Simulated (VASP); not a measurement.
Crystal: KBr.

```
Br K
1.0
     0.00000    3.30000    3.30000
     3.30000    0.00000    3.30000
     3.30000    3.30000    0.00000
Br K
1 1
Cartesian
  3.3000 3.3000 3.3000
  0.0000 0.0000 0.0000
```

Base run:

| Property | Result |
| --- | --- |
| Program | VASP 6.6.1 |
| Functional | HSE(alpha, omega) |
| Potentials or basis | VASP PAW PBE potentials, release 64 (Br, K_sv) |
| Cutoff | 520 eV |
| k mesh | 4 × 4 × 4 |
| Occupations | fermi-dirac, width 0.05 eV |
| Spin | no spin polarisation |

Its results: band gap on the k mesh 5.95 eV, direct; pressure 0.4 GPa.

**Question.** After a change of settings the same cell gave: band gap on the k mesh 4.91 eV, direct; pressure 0.5 GPa. Which change was it?
A. screening parameter from 0.1 to 0.6
B. functional from HSE(alpha, omega) to PBE; k mesh from 4 × 4 × 4 to 7 × 7 × 7
C. screening parameter from 0.1 to 0.4
D. screening parameter from 0.1 to 0.2

**Answer.** A.

Caveats: the PAW data sets were made with another functional, which shifts forces and pressure a little.

Not every run made on this cell is shown here.
